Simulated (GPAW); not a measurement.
A run of GPAW 26.7.0 is set up as follows.

run.py

```python
from ase import Atoms
from ase.eos import EquationOfState
from ase.io import Trajectory
from ase.units import GPa
from gpaw import GPAW, PW

atoms = Atoms(['Au'],
              cell=[[0.0, 2.035, 2.035],
                    [2.035, 0.0, 2.035],
                    [2.035, 2.035, 0.0]],
              scaled_positions=[[0.0, 0.0, 0.0]],
              pbc=True)

traj = Trajectory('eos.traj', 'w')
volumes, energies = [], []
for x in [0.94, 0.96, 0.98, 1.0, 1.02, 1.04, 1.06]:
    a = atoms.copy()
    a.set_cell(atoms.cell * x**(1 / 3), scale_atoms=True)
    calc = GPAW(mode=PW(600),
                xc={'name': 'C09-vdW', 'backend': 'libvdwxc'},
                kpts={'size': (11, 11, 11), 'gamma': True},
                occupations={'name': 'fermi-dirac', 'width': 0.05},
                nbands=14,
                convergence={'density': 1e-05, 'energy': 1e-05},
                maxiter=150,
                txt=f'eos-{x:.2f}.txt')
    a.calc = calc
    energies.append(a.get_potential_energy(force_consistent=True))
    volumes.append(a.get_volume())
    calc.write(f'eos-{x:.2f}.gpw')
    traj.write(a)
    print(f'{x:.2f} {volumes[-1]:10.4f} A^3 {energies[-1]:14.6f} eV', flush=True)

v0, e0, B = EquationOfState(volumes, energies, eos='birchmurnaghan').fit()
print(f'V0 = {v0:.4f} A^3, E0 = {e0:.6f} eV, B0 = {B / GPa:.2f} GPa')
```

Potentials or basis: GPAW PAW data sets (gpaw-data 1.2.1), pw.

Launch:

```bash
$ OMP_NUM_THREADS=1 python run.py
```

Task: Predict the equilibrium volume.

Result: 17.74 Å³/atom.

Task: What does it give for the bulk modulus?

Result: 161 GPa.

Task: What does it give for the pressure derivative of the bulk modulus?

Result: 5.9.

Energy against volume, from the lowest point:
```csv
volume (Å³/atom),energy (meV/atom)
15.843,132.44
16.181,85.24
16.518,49.90
16.855,24.86
17.192,8.89
17.529,0.93
17.866,0.00
```

Caveat: with this Au data set, volumes or pressures lay over 1.5 % or 2 GPa off other programs in two to four cells of ten; the PAW data sets were made with another functional, which shifts forces and pressure a little. The run has no spin-orbit coupling, so splittings on Au are missing.

**Measured values to compare with.**

“Exploring toroidal anvil profiles for larger sample volumes above 4 Mbar”, 2024, pmc:11102561 quotes, for a bulk crystal of Au: bulk modulus 167 GPa.

Measured bulk modulus of Au: 167 GPa (quoted in “Exploring toroidal anvil profiles for larger sample volumes above 4 Mbar”, 2024, pmc:11102561). This calculation gives 161 GPa (-3.5 %). The fit is for a static lattice scaled at fixed shape and fixed fractional positions.
